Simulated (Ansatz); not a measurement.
All numbers below come from Ansatz, DFT PBE, scalar-relativistic, plane waves, PAW. Settings of the last relaxation (12-atom cell): 420 eV, 4×4×4 k points, Gaussian smearing of 0.02 eV, no spin polarisation.

Formation energies are uncorrected and count from the elements' standard states at the same level.

Q: Give a relaxed trial structure of a cubic semiconductor that holds Cd and 1 more element, with a gap near 0.7 eV, a formation energy near −0.56 eV/atom and a density near 4.32 g/cm³, in a cell of 12 atoms.

A: CdSe, space group Pm-3n (No. 223). Around Cd lie 4 Se at 2.69 Å; around Se lie 4 Cd at 2.69 Å.

```cif
data_structure
_symmetry_space_group_name_H-M 'Pm-3n'
_symmetry_Int_Tables_number 223
_cell_length_a 7.6166
_cell_length_b 7.6166
_cell_length_c 7.6166
_cell_angle_alpha 90.000
_cell_angle_beta 90.000
_cell_angle_gamma 90.000
_cell_volume 441.86
loop_
_atom_site_label
_atom_site_type_symbol
_atom_site_symmetry_multiplicity
_atom_site_Wyckoff_symbol
_atom_site_fract_x
_atom_site_fract_y
_atom_site_fract_z
_atom_site_occupancy
Cd1 Cd 6 d 0.50000 0.00000 0.75000 1
Se1 Se 6 c 0.00000 0.50000 0.75000 1
```

| Item | Value |
| --- | --- |
| Volume per atom | 36.82 Å³ |
| Density | 4.32 g/cm³ |
| Formation energy | −0.560 eV/atom |
| Gap on the 4×4×4 mesh of the 12-atom cell | 0.65 eV |

The cell was found from a structure generator's guess, not taken from experiment. Other answers may fit too; this one was computed.

Kohn–Sham gaps at this level usually fall short of measured ones. The reference form of Se is held partly by dispersion forces, which this level lacks. A later test with randomly moved atoms came back to the same energy, though modes that don't fit the test's cell weren't probed.
